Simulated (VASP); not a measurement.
Write the native input for VASP 6.6.1 that does the following.

| Item | Value |
| --- | --- |
| Task | single point |
| Functional | PBEsol |
| Potentials or basis | VASP PAW PBE potentials, release 64 (Ga_d) |
| Cutoff | 520 eV |
| k mesh | 12 × 12 × 10 |
| Occupations | gaussian, width 0.1 eV |
| Spin | no spin polarisation |
| Dipole correction | no |
| Further INCAR settings | ALGO = Fast; EDIFF = 1e-07; NBANDS = 34 |

The structure of Ga lies in POSCAR:

```
Ga
1.0
    2.2350475862     -3.7986624025      0.0000000000
    2.2350475862      3.7986624025      0.0000000000
    0.0000000000      0.0000000000      4.4897756759
Ga
4
Direct
    0.1559155787      0.8440844213      0.0832479801
    0.6559155787      0.3440844213      0.4167520199
    0.8440844213      0.1559155787      0.9167520199
    0.3440844213      0.6559155787      0.5832479801
```

These files were run (other wordings do the same):

INCAR

```
  PREC = Accurate
  ENCUT = 520
  EDIFF = 1E-7
  ISMEAR = 0
  SIGMA = 0.1
  LREAL = F
  LASPH = T
  NELM = 100
  ALGO = Fast
  ISIF = 2
  LWAVE = F
  LCHARG = F
  GGA = PS
  NBANDS = 34
```

KPOINTS

```
regular mesh
0
Gamma
  12 12 10
```

Potentials or basis: VASP PAW PBE potentials, release 64 (Ga_d).

Run with:

```bash
$ cat potpaw_PBE.64/Ga_d/POTCAR > POTCAR
$ mpirun -np 1 vasp_std > vasp.out
```

Results of the run:

- Pressure: 0.1 GPa
- Band gap on the k mesh: none (metal or under the smearing width)

Caveat: the PAW data sets were made with another functional, which shifts forces and pressure a little.

Wall time 7.8 min on 1 thread of Intel(R) Xeon(R) Platinum 8488C (Sapphire Rapids), with other jobs on the host, peak memory 0.55 GiB.
